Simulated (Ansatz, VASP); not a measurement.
Two plane-wave programs on TePb

```xyz
2
Lattice="0.0000 3.2330 3.2330 3.2330 0.0000 3.2330 3.2330 3.2330 0.0000" Properties=species:S:1:pos:R:3 pbc="T T T"
Pb    3.2330    3.2330    3.2330
Te    0.0000    0.0000    0.0000
```

Alike in both runs: task single point; functional PBEsol; k mesh 8 × 8 × 8; occupations gaussian, width 0.05 eV; no spin polarisation.

|  | VASP | Ansatz |
| --- | --- | --- |
| version | VASP 6.6.1 | Ansatz 0.2.0 |
| potentials or method | VASP PAW PBE potentials, release 64 (Pb_d, Te) | scalar-relativistic, plane waves, PAW |
| plane-wave cutoff (eV) | 520 | 420 |
| valence electrons in the cell | 20 | 30 |

```csv
,VASP,Ansatz,Ansatz less VASP
gap on the k mesh at the Fermi level (eV),0.67,0.67,-0.004
least direct gap on the mesh (eV),0.67,0.67,-0.004
pressure (GPa),-0.5,-0.5,+0.04
```

The two sets of potentials don't hold the same shells in valence.

Caveats: the PAW data sets were made with another functional, which shifts forces and pressure a little (VASP); spin-orbit coupling is left out, which as a rule narrows the gap of such compounds by several tenths of an eV. A k mesh can miss the band edges.
